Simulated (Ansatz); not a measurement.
# Au(111) / 3 layers Ti(0001) / Au(111): resistance against film thickness

Wanted: interface resistance and thickness dependence for Au(111) / 3 layers Ti(0001) / Au(111).

Method: Ansatz plane-wave DFT, LDA, PAW files; ballistic transport by layer matching (Landauer), zero bias, in Ansatz 0.2.0.

Most raw output is cut from this account.

## (1) The structure

The cell holds 11 atoms: 8 Au and 3 Ti. Its edges and angles: a = 2.884 Å, b = 2.884 Å, c = 26.192 Å, α = 90.0°, β = 90.0°, γ = 120.0°. It derives from Au and Ti. Regions: lead, 8 atoms (8 Au); films, 3 atoms (3 Ti). The structure is stacked along c, and the current runs across the ab planes.

## (2) With 3 layers

The film is laid into the lead at the lead's in-plane lattice, and the cell closes on the lead's own image. The mesh across the current, 30×30, is finer than the density's, because channels open and close sharply across the zone. Energies from -1 to 1 eV in steps of 0.036 eV cover the slope of the Fermi function at 300 K, so the program can form a conductance.

Input file input.yaml:

```yaml
crystal:
  lattice:
    - [2.8837582304, 0.0, 0.0]
    - [-1.4418791152, 2.4974078859, 0.0]
    - [0.0, 0.0, 26.1922599811]
  atoms:
    - { symbol: Au, position: [0.0, 0.0, 0.0449479872] }
    - { symbol: Au, position: [0.3333333333, 0.6666666667, 0.1348439617] }
    - { symbol: Au, position: [0.6666666667, 0.3333333333, 0.2247399362] }
    - { symbol: Au, position: [0.0, 0.0, 0.3146359107] }
    - { symbol: Ti, position: [0.3333333333, 0.6666666667, 0.4063892653] }
    - { symbol: Ti, position: [0.6666666667, 0.3333333333, 0.5] }
    - { symbol: Ti, position: [0.3333333333, 0.6666666667, 0.5936107347] }
    - { symbol: Au, position: [0.6666666667, 0.3333333333, 0.6853640893] }
    - { symbol: Au, position: [0.0, 0.0, 0.7752600638] }
    - { symbol: Au, position: [0.3333333333, 0.6666666667, 0.8651560383] }
    - { symbol: Au, position: [0.6666666667, 0.3333333333, 0.9550520128] }
kpoints:
  mp_grid: { grid: [15, 15, 1] }
hamiltonian:
  xc: lda
scf:
  occupations: { method: fermi_dirac, width: 0.1 }
output:
  transmission: { leads: [[0, 1]], kmesh: [30, 30], e_range: [-1.0, 1.0], de: 0.036 }
  write_potential: true
  write_density: true
  volumetric_format: npy
  elf: true
```

Launch:

```sh
> ansatz run input.yaml --threads 4 --pin off --max-ram 8192MiB --backend cpu --events-out ev --progress --plain --runs-dir out
```

Wall time 1.8 min (4 threads of Arm Neoverse V2, shared host); peak memory 0.94 GiB.

This step gave:

```
free energy                                                                : -110270.9795 eV
energy at zero smearing                                                    : -110270.8673 eV
Fermi energy                                                               : 18.31 eV
cell area                                                                  : 7.202 Å²
step of the lead's potential                                               : 5.9 meV
ballistic conductance of the lead                                          : 8.54e14 S/m²
estimated errors of the lead's conductance                                 : 0, 4.1, 0.3 % (band edges, k-mesh, distance from neutral)
lead conductance per cell                                                  : 0.7941 G₀
conductance of the junction                                                : 1.95e14 S/m²
junction conductance per cell                                              : 0.1816 G₀
estimated errors of the junction's conductance                             : 0.1, 0, 12.3, 4.1, 0.9 % (energy step, band edges, k-mesh, leads' steps, distance from neutral)
area resistance that the stack adds (contact term taken off, spin by spin) : 3.947 fΩ m²
```

Per spin. Table of transmission, zone mean by energy, zero at the Fermi level:

| energy (eV) | transmission, zone mean |
| --- | --- |
| -1.000 | 0.147 |
| -0.892 | 0.153 |
| -0.820 | 0.175 |
| -0.712 | 0.210 |
| -0.640 | 0.249 |
| -0.532 | 0.321 |
| -0.424 | 0.377 |
| -0.352 | 0.385 |
| -0.244 | 0.304 |
| -0.136 | 0.201 |
| -0.064 | 0.172 |
| 0.008 | 0.196 |
| 0.044 | 0.178 |
| 0.116 | 0.196 |
| 0.224 | 0.249 |
| 0.332 | 0.293 |
| 0.404 | 0.333 |
| 0.476 | 0.384 |
| 0.512 | 0.366 |
| 0.620 | 0.268 |
| 0.692 | 0.201 |
| 0.800 | 0.194 |
| 0.872 | 0.238 |
| 0.980 | 0.269 |

Per spin. Open channels, zone mean, lead against energy, zero at the Fermi level:

| energy (eV) | open channels, zone mean, lead |
| --- | --- |
| -1.000 | 0.657 |
| -0.964 | 0.657 |
| -0.892 | 0.683 |
| -0.856 | 0.697 |
| -0.784 | 0.703 |
| -0.748 | 0.71 |
| -0.676 | 0.723 |
| -0.640 | 0.723 |
| -0.568 | 0.723 |
| -0.532 | 0.737 |
| -0.460 | 0.737 |
| -0.424 | 0.75 |
| -0.352 | 0.763 |
| -0.316 | 0.79 |
| -0.244 | 0.783 |
| -0.208 | 0.783 |
| -0.136 | 0.783 |
| -0.100 | 0.783 |
| -0.028 | 0.797 |
| 0.008 | 0.797 |
| 0.080 | 0.797 |
| 0.116 | 0.783 |
| 0.188 | 0.83 |
| 0.224 | 0.843 |
| 0.296 | 0.843 |
| 0.332 | 0.837 |
| 0.404 | 0.837 |
| 0.440 | 0.837 |
| 0.512 | 0.837 |
| 0.548 | 0.837 |
| 0.620 | 0.837 |
| 0.656 | 0.837 |
| 0.728 | 0.85 |
| 0.764 | 0.85 |
| 0.836 | 0.863 |
| 0.872 | 0.877 |
| 0.944 | 0.873 |
| 0.980 | 0.873 |

Transmission over k1 and k2. At 0.0080 eV from the Fermi level.

Ten even steps from '0' (0.000) to '9' (0.946), each cell a mean:
```
799751000001478977500000000036
987531000000024678700000000002
854210000000001234660000000000
111000000000100000111000000000
000000001222211000000000000000
000000113677776221000000000000
100000128110001155200000000000
610000129110000003720000025000
951000129000000000173100015955
884100028100000000005410013796
697310014110000000001220001489
779620001630000000000181000259
957941000155000000000092100026
811272000014710000000092100002
100001000001263100001182100000
000000000000114255555551100000
000000000000000123333310000000
100000000010000000100110000000
600000000006421100000000001234
910000000000886431000000012468
852000000000588875310000014789
678751000015887779961000027997
```
Columns: k1 (b1) from -0.5 to 0.467; rows upwards: k2 (b2) from -0.5 to 0.467.

Open channels over k1 and k2. At 0.0080 eV from the Fermi level.

Ten even steps from '_' (0.00) to '@' (1.00), each cell a mean:
```
@@@@@@@@@@@@@@@@@@@@@@@@@@@@@@@@@@@@@@__________________##@@
@@@@@@@@@@@@@@@@@@@@@@@@@@@@@@@@@@@@@@____________________==
@@@@@@@@@@@@@@@@@@@@@@@@@@@@@@@@@@@@@@##____________________
@@@@@@@@@@@@@@@@@@@@@@@@@@@@@@@@@@@@@@@@@@--________________
@@@@@@@@@@@@@@@@@@@@@@@@@@@@@@@@@@@@@@@@@@@@**______________
@@@@@@@@@@@@@@@@@@@@@@@@@@@@@@@@@@@@@@@@@@@@@@%%..__________
@@@@@@@@@@@@@@@@@@@@@@@@@@@@@@@@@@@@@@@@@@@@@@@@@@--________
@@@@@@@@@@@@@@@@@@@@@@@@@@@@@@@@@@@@@@@@@@@@@@@@@@@@**______
@@@@@@@@@@@@@@@@@@@@@@@@@@######@@@@@@@@@@@@@@@@@@@@@@@@@@@@
@@@@@@@@@@@@@@@@@@@@@@@@@@______++@@@@@@@@@@@@@@@@@@@@@@@@@@
@@@@@@@@@@@@@@@@@@@@@@@@@@________::@@@@@@@@@@@@@@@@@@@@@@@@
@@@@@@@@@@@@@@@@@@@@@@@@@@@@::______@@@@@@@@@@@@@@@@@@@@@@@@
@@@@@@@@@@@@@@@@@@@@@@@@@@@@@@++++++@@@@@@@@@@@@@@@@@@@@@@@@
@@......@@@@@@@@@@@@@@@@@@@@@@@@@@@@@@@@@@@@@@@@@@@@@@@@@@@@
@@________**@@@@@@@@@@@@@@@@@@@@@@@@@@@@@@@@@@@@@@@@@@@@@@@@
@@__________--@@@@@@@@@@@@@@@@@@@@@@@@@@@@@@@@@@@@@@@@@@@@@@
@@____________..%%@@@@@@@@@@@@@@@@@@@@@@@@@@@@@@@@@@@@@@@@@@
@@________________++@@@@@@@@@@@@@@@@@@@@@@@@@@@@@@@@@@@@@@@@
@@__________________--@@@@@@@@@@@@@@@@@@@@@@@@@@@@@@@@@@@@@@
@@..____________________@@@@@@@@@@@@@@@@@@@@@@@@@@@@@@@@@@@@
@@@@==__________________@@@@@@@@@@@@@@@@@@@@@@@@@@@@@@@@@@@@
@@@@@@##################@@@@@@@@@@@@@@@@@@@@@@@@@@@@@@@@@@@@
```
Columns: k1 (b1) from -0.5 to 0.467; rows upwards: k2 (b2) from -0.5 to 0.467.

ELF in the ca plane at fractional y = 0.333, with atoms of Au and Ti within 0.2 Å of it. It is the smooth field of the valence electrons, not physical close to the nuclei.

Ten even steps from '0' (0.06) to '9' (0.74), each cell a mean:
```
22112232223566422223232111234115751243211244
11011222225787632122222235775157474157654445
11001111235898632111112357995165065268875545
21111222225787532222222234565147573156543444
32112332223565422233332111223214541232111234
43223443212233212344433113202421113421231023
43223554211222112455443124202553235520341012
43223443212333212344333112112421112421221023
```
Columns run along c (16.0 Å, from fractional 0.06 to 0.67 of the cell), rows up along a (2.9 Å). Atoms in or near the plane, at fractional coordinates: Au at (0.22, 0.67), Ti at (0.50, 0.67).

Valence density in the ca plane at fractional y = 0.333, with atoms of Au and Ti within 0.2 Å of it. It is the smooth field of the valence electrons, not physical close to the nuclei.

Ten steps, logarithmic in the rise over the least value, from '0' (0 e/Å³) to '9' (14 e/Å³), each cell a mean:
```
21011222113676421222210011110125652101111113
10000111125898631111100001111158874111111125
00000111136999731111000001111268985111111125
10001111125898631111100001111147874111111124
21112332113566421233210011110124542101111113
43113443211232111344321123210011111001232001
53223554211111111355421123310001110001332101
42113443211333211344321122210011211001221001
```
Columns run along c (16.0 Å, from fractional 0.06 to 0.67 of the cell), rows up along a (2.9 Å). Atoms in or near the plane, at fractional coordinates: Au at (0.22, 0.67), Ti at (0.50, 0.67).

Electrostatic potential energy in the ca plane at fractional y = 0.333, with atoms of Au and Ti within 0.2 Å of it. With pseudopotentials it is smooth inside the atoms' cores, unlike the true potential.

Ten even steps from '0' (-26 eV) to '9' (21 eV), each cell a mean:
```
89999889997212689988999988899874347999888997
99999999983000279999999999999841114899999985
99999999982000179999999999999731014899999983
99999999984000289999999999999842125899999995
89999888997423699888899988899975457999888998
68997557999878999755799876689998889998667899
47997446899999999744689865589999999997556899
68998657999878999765799876689998789998667899
```
Columns run along c (16.0 Å, from fractional 0.06 to 0.67 of the cell; values clipped at the 3rd and 97th percentile), rows up along a (2.9 Å). Atoms in or near the plane, at fractional coordinates: Au at (0.22, 0.67), Ti at (0.50, 0.67).

The lead's potential steps by 5.9 meV from period to period, small in itself. The program estimates the junction's conductance to 12 % from the k-mesh, 0.9 % from the leads' distance from neutral and 4.1 % from their steps.

By hand: 1/G − 1/G_lead = 1/0.1954 − 1/0.8544 = 3.95 fΩ m² with G in 10¹⁵ S/m².

## (3) With 5 layers, film layers 5

The stack now holds 5 film layers; the k-mesh follows the cell, and the energies span -0.27 to 0.27 eV.

System of this step: Au(111) / 5 layers Ti(0001) / Au(111). The cell holds 13 atoms: 8 Au and 5 Ti. Cell: a = 2.884 Å, b = 2.884 Å, c = 31.096 Å, α = 90.0°, β = 90.0°, γ = 120.0°. It derives from Au and Ti. Regions: lead, 8 atoms (8 Au); films, 5 atoms (5 Ti). The structure is stacked along c, and the current runs across the ab planes.

Input file input.yaml:

```yaml
crystal:
  lattice:
    - [2.8837582304, 0.0, 0.0]
    - [-1.4418791152, 2.4974078859, 0.0]
    - [0.0, 0.0, 31.09601338]
  atoms:
    - { symbol: Au, position: [0.0, 0.0, 0.0378598167] }
    - { symbol: Au, position: [0.3333333333, 0.6666666667, 0.1135794502] }
    - { symbol: Au, position: [0.6666666667, 0.3333333333, 0.1892990837] }
    - { symbol: Au, position: [0.0, 0.0, 0.2650187171] }
    - { symbol: Ti, position: [0.3333333333, 0.6666666667, 0.3423028271] }
    - { symbol: Ti, position: [0.6666666667, 0.3333333333, 0.4211514135] }
    - { symbol: Ti, position: [0.3333333333, 0.6666666667, 0.5] }
    - { symbol: Ti, position: [0.6666666667, 0.3333333333, 0.5788485865] }
    - { symbol: Ti, position: [0.3333333333, 0.6666666667, 0.6576971729] }
    - { symbol: Au, position: [0.6666666667, 0.3333333333, 0.7349812829] }
    - { symbol: Au, position: [0.0, 0.0, 0.8107009163] }
    - { symbol: Au, position: [0.3333333333, 0.6666666667, 0.8864205498] }
    - { symbol: Au, position: [0.6666666667, 0.3333333333, 0.9621401833] }
kpoints:
  mp_grid: { grid: [15, 15, 1] }
hamiltonian:
  xc: lda
scf:
  occupations: { method: fermi_dirac, width: 0.1 }
output:
  transmission:
    leads: [[0, 1]]
    kmesh: [30, 30]
    e_range: [-0.27, 0.27]
    de: 0.036
  write_potential: true
  write_density: true
  volumetric_format: npy
```

Wall time 71 s (4 threads); peak memory 1.2 GiB.

Numbers from this step:

```yaml
free_energy: -115171.4647 eV
energy_at_zero_smearing: -115171.3005 eV
fermi_energy: 17.43 eV
step_of_the_lead_s_potential: 3.8 meV
conductance_of_the_junction: 9.26e13 S/m²
junction_conductance_per_cell: 0.08608 G₀
estimated_errors_of_the_junction_s_conductance: 0.9, 0, 11.3, 8, 5.5 % (energy step, band edges, k-mesh, leads' steps, distance from neutral)
area_resistance_that_the_stack_adds_contact_term_taken_off_spin_by_spin: 9.627 fΩ m²
```

Per spin. Table of transmission, zone mean by energy, zero at the Fermi level:

| energy (eV) | transmission, zone mean |
| --- | --- |
| -0.270 | 0.154 |
| -0.234 | 0.112 |
| -0.198 | 0.0955 |
| -0.162 | 0.0884 |
| -0.126 | 0.0691 |
| -0.090 | 0.0695 |
| -0.054 | 0.0825 |
| -0.018 | 0.0755 |
| 0.018 | 0.0824 |
| 0.054 | 0.0978 |
| 0.090 | 0.140 |
| 0.126 | 0.187 |
| 0.162 | 0.238 |
| 0.198 | 0.195 |
| 0.234 | 0.210 |
| 0.270 | 0.185 |

The conductance of the junction is 9.3e13 S/m², 53 % under the 2.0e14 S/m² of the last finished run.

## (4) With 6 layers, film layers 6

The stack now holds 6 film layers; the k-mesh follows the cell, and the energies span -0.27 to 0.27 eV.

System of this step: Au(111) / 6 layers Ti(0001) / Au(111). The cell holds 14 atoms: 8 Au and 6 Ti. Its edges and angles: a = 2.884 Å, b = 2.884 Å, c = 33.589 Å, α = 92.5°, β = 87.5°, γ = 120.0°. It derives from Au and Ti. Regions: lead, 8 atoms (8 Au); films, 6 atoms (6 Ti). The structure is stacked along c, and the current runs across the ab planes.

Input file input.yaml:

```yaml
crystal:
  lattice:
    - [2.8837582304, 0.0, 0.0]
    - [-1.4418791152, 2.4974078859, 0.0]
    - [1.4418791152, -0.8324692953, 33.5478900795]
  atoms:
    - { symbol: Au, position: [0.9883024003, 0.0116975997, 0.0350927991] }
    - { symbol: Au, position: [0.2982405342, 0.7017594658, 0.1052783974] }
    - { symbol: Au, position: [0.6081786681, 0.3918213319, 0.1754639956] }
    - { symbol: Au, position: [0.918116802, 0.081883198, 0.2456495939] }
    - { symbol: Ti, position: [0.2275715575, 0.7724284425, 0.3172853275] }
    - { symbol: Ti, position: [0.5365429345, 0.4634570655, 0.3903711965] }
    - { symbol: Ti, position: [0.1788476448, 0.8211523552, 0.4634570655] }
    - { symbol: Ti, position: [0.4878190218, 0.5121809782, 0.5365429345] }
    - { symbol: Ti, position: [0.1301237322, 0.8698762678, 0.6096288035] }
    - { symbol: Ti, position: [0.4390951092, 0.5609048908, 0.6827146725] }
    - { symbol: Au, position: [0.7485498646, 0.2514501354, 0.7543504061] }
    - { symbol: Au, position: [0.0584879985, 0.9415120015, 0.8245360044] }
    - { symbol: Au, position: [0.3684261325, 0.6315738675, 0.8947216026] }
    - { symbol: Au, position: [0.6783642664, 0.3216357336, 0.9649072009] }
kpoints:
  mp_grid: { grid: [15, 15, 1] }
hamiltonian:
  xc: lda
scf:
  occupations: { method: fermi_dirac, width: 0.1 }
output:
  transmission:
    leads: [[0, 1]]
    kmesh: [30, 30]
    e_range: [-0.27, 0.27]
    de: 0.036
  write_potential: true
  write_density: true
  volumetric_format: npy
```

Wall time 2.9 min (4 threads); peak memory 1.8 GiB; 11 min of CPU time.

This step gave:

```
free energy                                                                : -117621.7281 eV
energy at zero smearing                                                    : -117621.5459 eV
Fermi energy                                                               : 17.09 eV
step of the lead's potential                                               : 7.2 meV
conductance of the junction                                                : 1.00e14 S/m²
junction conductance per cell                                              : 0.09319 G₀
estimated errors of the junction's conductance                             : 0.3, 0, 12, 15.9, 0.1 % (energy step, band edges, k-mesh, leads' steps, distance from neutral)
area resistance that the stack adds (contact term taken off, spin by spin) : 8.804 fΩ m²
```

Per spin. Transmission, zone mean against energy, zero at the Fermi level:

| energy (eV) | transmission, zone mean |
| --- | --- |
| -0.270 | 0.104 |
| -0.234 | 0.119 |
| -0.198 | 0.129 |
| -0.162 | 0.119 |
| -0.126 | 0.123 |
| -0.090 | 0.131 |
| -0.054 | 0.0868 |
| -0.018 | 0.0848 |
| 0.018 | 0.0831 |
| 0.054 | 0.102 |
| 0.090 | 0.116 |
| 0.126 | 0.182 |
| 0.162 | 0.241 |
| 0.198 | 0.280 |
| 0.234 | 0.384 |
| 0.270 | 0.378 |

The conductance of the junction is 1.0e14 S/m², 8.3 % over the 9.3e13 S/m² of the last finished run, within the error estimates, leads' steps apart, of 11 and 12 %. The estimate from the leads' steps, 16 %, is larger still.

## (5) With 8 layers, film layers 8

The stack now holds 8 film layers; the k-mesh follows the cell, and the energies span -0.27 to 0.27 eV.

System of this step: Au(111) / 8 layers Ti(0001) / Au(111). The cell holds 16 atoms: 8 Au and 8 Ti. Cell: a = 2.884 Å, b = 2.884 Å, c = 38.488 Å, α = 92.1°, β = 87.9°, γ = 120.0°. It derives from Au and Ti. Regions: lead, 8 atoms (8 Au); films, 8 atoms (8 Ti). The structure is stacked along c, and the current runs across the ab planes.

Input file input.yaml:

```yaml
crystal:
  lattice:
    - [2.8837582304, 0.0, 0.0]
    - [-1.4418791152, 2.4974078859, 0.0]
    - [1.4418791152, -0.8324692953, 38.4516434785]
  atoms:
    - { symbol: Au, position: [0.9897941998, 0.0102058002, 0.0306174005] }
    - { symbol: Au, position: [0.3027159328, 0.6972840672, 0.0918522015] }
    - { symbol: Au, position: [0.6156376659, 0.3843623341, 0.1530870024] }
    - { symbol: Au, position: [0.9285593989, 0.0714406011, 0.2143218034] }
    - { symbol: Ti, position: [0.2410593989, 0.7589406011, 0.2768218034] }
    - { symbol: Ti, position: [0.5531376659, 0.4468623341, 0.3405870024] }
    - { symbol: Ti, position: [0.1985492662, 0.8014507338, 0.4043522015] }
    - { symbol: Ti, position: [0.5106275332, 0.4893724668, 0.4681174005] }
    - { symbol: Ti, position: [0.1560391335, 0.8439608665, 0.5318825995] }
    - { symbol: Ti, position: [0.4681174005, 0.5318825995, 0.5956477985] }
    - { symbol: Ti, position: [0.1135290008, 0.8864709992, 0.6594129976] }
    - { symbol: Ti, position: [0.4256072678, 0.5743927322, 0.7231781966] }
    - { symbol: Au, position: [0.7381072678, 0.2618927322, 0.7856781966] }
    - { symbol: Au, position: [0.0510290008, 0.9489709992, 0.8469129976] }
    - { symbol: Au, position: [0.3639507338, 0.6360492662, 0.9081477985] }
    - { symbol: Au, position: [0.6768724668, 0.3231275332, 0.9693825995] }
kpoints:
  mp_grid: { grid: [15, 15, 1] }
hamiltonian:
  xc: lda
scf:
  occupations: { method: fermi_dirac, width: 0.1 }
output:
  transmission:
    leads: [[0, 1]]
    kmesh: [30, 30]
    e_range: [-0.27, 0.27]
    de: 0.036
  write_potential: true
  write_density: true
  volumetric_format: npy
```

Run time: 3.5 min. Hardware: 4 threads; peak memory 2.2 GiB; 13 min of CPU time.

This step gave:

```
free energy                                                                : -122522.2304 eV
energy at zero smearing                                                    : -122522.0052 eV
Fermi energy                                                               : 16.54 eV
step of the lead's potential                                               : 7 meV
lead conductance per cell                                                  : 0.7942 G₀
conductance of the junction                                                : 5.48e13 S/m²
junction conductance per cell                                              : 0.05089 G₀
estimated errors of the junction's conductance                             : 1.5, 0, 15.1, 21.5, 6.1 % (energy step, band edges, k-mesh, leads' steps, distance from neutral)
area resistance that the stack adds (contact term taken off, spin by spin) : 17.09 fΩ m²
```

Per spin. Transmission, zone mean against energy, zero at the Fermi level:

| energy (eV) | transmission, zone mean |
| --- | --- |
| -0.270 | 0.104 |
| -0.234 | 0.106 |
| -0.198 | 0.104 |
| -0.162 | 0.0995 |
| -0.126 | 0.0799 |
| -0.090 | 0.0572 |
| -0.054 | 0.0340 |
| -0.018 | 0.0360 |
| 0.018 | 0.0419 |
| 0.054 | 0.0541 |
| 0.090 | 0.120 |
| 0.126 | 0.183 |
| 0.162 | 0.305 |
| 0.198 | 0.320 |
| 0.234 | 0.308 |
| 0.270 | 0.235 |

The conductance of the junction is 5.5e13 S/m², 45 % under the 1.0e14 S/m² of the last finished run.

(Part 1 of 2 ends here.)

[Logs are printed without paths, hosts, clocks, repeated set-up lines and the standing remarks that a program may print on its own settings, such as how far it seeks lower states.]

[Hosts, paths, dates, database ids (printed as entryN), source tags and the programs' standing remarks are cut or masked in the printed files.]
